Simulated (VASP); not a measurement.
**In2O3: single point with PBEsol**

In2O3:

```
In O
1.0
     2.84785    1.64421    4.68303
    -2.84785    1.64421    4.68303
     0.00000   -3.28841    4.68303
In O
4 6
Direct
  0.35745 0.35745 0.35745
  0.14255 0.14255 0.14255
  0.64255 0.64255 0.64255
  0.85745 0.85745 0.85745
  0.54584 0.95416 0.25000
  0.25000 0.54584 0.95416
  0.95416 0.25000 0.54584
  0.45416 0.04584 0.75000
  0.75000 0.45416 0.04584
  0.04584 0.75000 0.45416
```

| Property | Result |
| --- | --- |
| Program | VASP 6.6.1 |
| Task | single point |
| Functional | PBEsol |
| Potentials or basis | VASP PAW PBE potentials, release 64 (In_d, O) |
| Cutoff | 520 eV |
| k mesh | 6 × 6 × 6 |
| Occupations | gaussian, width 0.05 eV |
| Spin | no spin polarisation |

```
Pressure               : -5.5 GPa
Largest force          : 0.431 eV/Å
Band gap on the k mesh : 0.75 eV, indirect (least direct gap 0.95 eV)
```

Forces in eV/Å, atoms in the order of the input:
```
In   0.000  0.000  0.431
In   0.000  0.000 -0.431
In   0.000  0.000 -0.431
In   0.000  0.000  0.431
O    0.105  0.000  0.000
O   -0.053  0.091  0.000
O   -0.053 -0.091  0.000
O   -0.105  0.000  0.000
O    0.053 -0.091  0.000
O    0.053  0.091  0.000
```

Stress tensor (GPa, compression positive):
```
-9.29  0.00  0.00
 0.00 -9.29  0.00
 0.00  0.00  2.10
```

Levels at points of the mesh, in eV from the valence-band top:
```csv
k point,band 42,band 43,band 44,band 45,band 46,band 47
"(0.00, 0.00, 0.00)",-0.22,-0.21,-0.21,0.75,5.03,5.77
"(0.50, 0.00, 0.00)",-0.63,-0.07,-0.07,4.41,4.41,5.35
"(0.50, 0.50, 0.00)",-0.31,-0.10,-0.06,4.70,4.89,5.71
"(0.50, 0.50, 0.50)",-0.33,-0.33,-0.33,3.97,3.97,6.44
```

Run time: 4.5 min on 1 thread of Intel(R) Xeon(R) 6975P-C (Granite Rapids) (shared host), peak memory 0.41 GiB.

Caveat: the PAW data sets were made with another functional, which shifts forces and pressure a little; spin-orbit coupling is left out, which moves the levels of the heavy elements. A k mesh can miss the band edges.
